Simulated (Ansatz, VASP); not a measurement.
## One calculation of HfN, two programs

The input INCAR:

```
SYSTEM = HfN
PREC = Accurate ; ENCUT = 520
EDIFF = 1E-6 ; ISMEAR = -1
SIGMA = 0.1 ; LREAL = .False.
LASPH = .True. ; NELM = 80
ALGO = Normal ; ISIF = 2
LWAVE = .False. ; LCHARG = .False.
GGA = PE ; NBANDS = 14
```

The input KPOINTS:

```
Automatic mesh
0
Gamma
  11 11 11
  0 0 0
```

The input POSCAR:

```
HfN
1.0
    0.0000000000      2.2746454736      2.2746454736
    2.2746454736      0.0000000000      2.2746454736
    2.2746454736      2.2746454736      0.0000000000
Hf N
1 1
Direct
    0.0000000000      0.0000000000      0.0000000000
    0.5000000000      0.5000000000      0.5000000000
```

Input for Ansatz:

```yaml
crystal:
  lattice:
    - [0.0, 2.2746454736460215, 2.2746454736460215]
    - [2.2746454736460215, 0.0, 2.2746454736460215]
    - [2.2746454736460215, 2.2746454736460215, 0.0]
  atoms:
    - { symbol: Hf, position: [0.0, 0.0, 0.0] }
    - { symbol: "N", position: [0.5, 0.5, 0.5] }
basis:
  ecutwfc: 450.0
kpoints:
  mp_grid:
    grid: [11, 11, 11]
hamiltonian:
  xc: pbe
scf:
  occupations:
    method: fermi_dirac
output:
  stress: true
```

Alike in both runs: task single point; functional PBE; k mesh 11 × 11 × 11; no spin polarisation.

|  | VASP | Ansatz |
| --- | --- | --- |
| version | VASP 6.6.1 | Ansatz 0.2.0 |
| potentials or method | VASP PAW PBE potentials, release 64 (Hf_pv, N) | plane waves, PAW |
| plane-wave cutoff (eV) | 520 | 450 |
| occupations | fermi-dirac, width 0.1 eV | fermi-dirac |
| valence electrons in the cell | 15 | 31 |

VASP gave:

* pressure (GPa): -2.5

Question: Which values does Ansatz return?

Answer: Pressure (GPa): -0.2.

The two sets of potentials don't hold the same shells in valence.

Spin-orbit coupling is left out, which matters for the levels of Hf.
